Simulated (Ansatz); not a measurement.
# Ansatz run on CsBr (Pm-3m, 2 atoms in the cell): self-consistent single point

Computed with PBE (plane waves, PAW; Ansatz, a quantum-chemistry and plane-wave program).

The input file:

Ansatz 0.2 input:
```yaml
# CsBr
crystal:
  lattice:
    - [4.268550, 0.000000, 0.000000]
    - [0.000000, 4.268550, 0.000000]
    - [0.000000, 0.000000, 4.268550]
  atoms:
    - { symbol: Cs, position: [0.000000, 0.000000, 0.000000] }
    - { symbol: Br, position: [0.500000, 0.500000, 0.500000] }
basis:
  ecutwfc: 420.0 eV
kpoints:
  mp_grid:
    grid: [6, 6, 6]
hamiltonian:
  xc: pbe
  pseudopotentials:
    kind: paw
scf:
  occupations:
    method: fermi_dirac
    width: 0.02 eV
output:
  forces: true
  eigenvalues: true
  stress: true
```

Output, abridged:

```
WARN ansatz: RAYON_NUM_THREADS=1 ignored (pool sized by the plan → 1); use --threads N
Pseudopotentials: kind: paw
Pseudopotential: Cs, paw, valence charge 9
Pseudopotential: Br, paw, valence charge 7
Crystal: 2 atoms, lattice volume = 77.775 Å³
Basis set: ecut = 420 eV, 1503 PW (Γ), exchange–correlation on 60×60×60 points (8 copies of the dense FFT grid, shifted against one another)
Bands: 12, of which v1, the nominal top of the filled ones, is band 8 counted from 1 (7 counted from 0)
Symmetry: 48 space group operations
Space group: Pm-3m (ITA 221), of the structure as read, at distance tolerance 4.3e-5 Å
k-points: 20 of 216
Initial density: superposition of atomic densities (neutral atoms: chi_scale 0, normalization atom), corrected by the library's trained network
Initial wavefunctions: pseudopotential atomic-orbital guess
Eigensolver: davidson
Functional: x = pbe(κ = 0.804, μ = 0.2195149727645171), c = pbe(β = 0.06672455060314922)
SCF iter   1: F=—  HF=-8457.457398 eV  |F-HF|=—  |Δ(HF+E_count)|=         —  Δρ=3.15e-4  dr2=7.46e-5  ethr=1.77e-3  ⟨swp⟩=8.1  Hψ=1736  notcnv=0
all-band conjugate gradients solve this SCF's bands
preconditioner: auto → Resta (q_TF=auto, 2.096 Å⁻¹)
SCF iter   2: F=—  HF=-8457.457817 eV  |F-HF|=—  |Δ(HF+E_count)|=   4.19e-4  Δρ=2.22e-4  dr2=5.28e-5  ethr=4.66e-7  ⟨swp⟩=3.2  Hψ=740  notcnv=0
SCF iter   3: F=—  HF=-8457.457936 eV  |F-HF|=—  |Δ(HF+E_count)|=   1.19e-4  Δρ=9.81e-5  dr2=7.61e-6  ethr=3.30e-7  ⟨swp⟩=2.0  Hψ=407  notcnv=0
SCF iter   4: F=—  HF=-8457.457942 eV  |F-HF|=—  |Δ(HF+E_count)|=   6.89e-6  Δρ=5.35e-5  dr2=3.12e-6  ethr=4.76e-8  ⟨swp⟩=2.1  Hψ=358  notcnv=0
iter 5 did not close the SCF: its close was put off for the readings that it lacked (scf_convergence_deferred on its scf_iter line)
SCF iter   5: F=-8457.457942 eV  HF=-8457.457942 eV  |F-HF|=1.00e-8  |Δ(HF+E_count)|=   6.80e-7  Δρ=2.74e-6  dr2=4.13e-9  ethr=1.95e-8  ⟨swp⟩=2.0  Hψ=376  notcnv=0
SCF iter   6: F=-8457.457942 eV  HF=-8457.457942 eV  |F-HF|=1.64e-11  |Δ(HF+E_count)|=   1.24e-8  Δρ=3.88e-7  dr2=1.79e-10  ethr=2.58e-11  ⟨swp⟩=2.5  Hψ=910  notcnv=0
SCF 1 converged in 6 iterations: F = -8457.457942 eV  dr2 = 1.79e-10
SCF converged after 6 iterations
Free energy (F): -8457.457942 eV
Harris-Foulkes:  -8457.457942 eV  (|F-HF|=1.64e-11)
Internal energy: -8457.457942 eV  (E = F + TS)
E sigma→0 (E₀):  -8457.457942 eV
Fermi energy:    5.510404 eV
--- Per-component energies (eV) ---
  E_band       = -55.221290
  E_kinetic    = 277.193478
  E_local      = -409.232728  (includes V_loc(G=0)·N_el)
  E_nonlocal   = 100.370923
  E_hartree    = 120.261551
  E_xc         = -440.176578
  E_vxc        = -231.800983  (∫ρ·V_xc dr)
  E_paw        = -7313.300186  (= ΣΔE_a)
  E_vpaw       = -32.274897  (= ΣTr[D̂ρ^β])
  E_aug_tail   = -0.000001  (compensation charges beyond the density's cutoff)
  E_ewald      = -792.574401
  E_smearing   = -0.000000  (= −TS)
  E_closure    = 0.000000  (closes the sum)
  Σ components = -8457.457942   (vs F -8457.457942, Δ=0.00e0)
--- Forces (eV/Å), atoms counted from 1 ---
  atom   1  Cs    -0.00000000     0.00000000     0.00000000
  atom   2  Br     0.00000000    -0.00000000     0.00000000
  max |Σ_I F_I| component: 2.89e-30 eV/Å
--- Stress (GPa, compression-positive) ---
        1.271409       0.000000       0.000000
        0.000000       1.271409       0.000000
        0.000000       0.000000       1.271409
  P = ⅓ Tr σ = 1.2714 GPa (12.714 kbar)
  The stress holds the Pulay correction. Without it, at fixed plane waves, as pw.x and ABINIT print it: P = 1.2671 GPa
--- Band table (eV; the first three rows and the last of 20) ---
  k-point 0: bands = ["-16.5375", "-9.1794", "-3.1295", "-3.1295", "-3.1295", "3.2043", "3.2043", "3.2043", "7.7790", "8.1135", "8.1135", "12.3825"]
  k-point 1: bands = ["-16.5234", "-9.1838", "-3.2374", "-3.1021", "-3.1021", "2.7858", "3.1515", "3.1515", "8.2912", "8.4426", "8.7270", "12.2156"]
  k-point 2: bands = ["-16.4948", "-9.1945", "-3.4321", "-3.0460", "-3.0460", "2.1295", "3.0421", "3.0421", "8.7660", "9.7877", "10.1444", "12.1005"]
  k-point 19: bands = ["-16.3863", "-8.9945", "-3.5465", "-3.5465", "-3.5465", "1.9971", "1.9971", "1.9971", "11.5988", "11.5988", "11.5988", "12.4252"]
```

The run converged in 6 iterations.

The starting cell has typed, rounded lattice constants, without a prior relaxation at this level. Its lattice was rescaled by up to half a per cent. Ansatz's pressure includes its estimate of the finite-basis (Pulay) stress.
